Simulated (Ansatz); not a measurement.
The compound is IrCl2 (1T sheet).

The cell holds 3 atoms: 1 Ir and 2 Cl. Its edges and angles: a = 3.625 Å, b = 3.625 Å, c = 30.112 Å, α = 90.0°, β = 90.0°, γ = 120.0°. Vacuum lies along c.

```
Ir Cl
1.0
     0.00000    2.56291    2.56291
     2.56291   -2.56291    0.00000
    17.38504   17.38504  -17.38504
Ir Cl
1 2
Direct
  0.00000 0.00000 0.31808
  0.33333 0.66667 0.35687
  0.66667 0.33333 0.27929
```

The structure was relaxed with LDA. The structure was generated from a model, not taken from a measurement. The runs that relaxed it are not among those shown. The program's search for lower electronic states was switched off, so nothing shows that the state found is the lowest. Spin-orbit coupling is left out unless a run names it. PAW set soft_2, made with PBE.

A constrained-RPA run (Ansatz 0.2.0; non-magnetic LDA; Ir d, bands v4 to c1, 6×6×1 mesh, medium accuracy) builds 5 functions on bands 3.9 eV wide, with 7.0 electrons in the window. The bare on-site interaction is 11.3 eV and the bare J 0.39 eV.

**Question.** What U and J survive the screening?

On the Ir d shell, U = 3.95 eV (35 % of the bare value), U′ = 3.34 eV, J = 0.27 eV.

The parent state is non-magnetic and the interaction static (zero frequency); U depends on the window and the orbitals, so it belongs to this model alone. Spin-orbit coupling, which is strong for atoms this heavy, is left out.

[Paths, hosts, dates, memory and timing lines, banners, echoed tables and standing remarks are left out of the program output.]

[Logs are printed without paths, hosts, clocks, repeated set-up lines and the standing remarks that a program may print on its own settings, such as how far it seeks lower states.]

[Runs of the session that timed out or met a known fault of the program may be left out.]

[Hosts, paths, dates, database ids (printed as entryN), source tags and the programs' standing remarks are cut or masked in the printed files.]
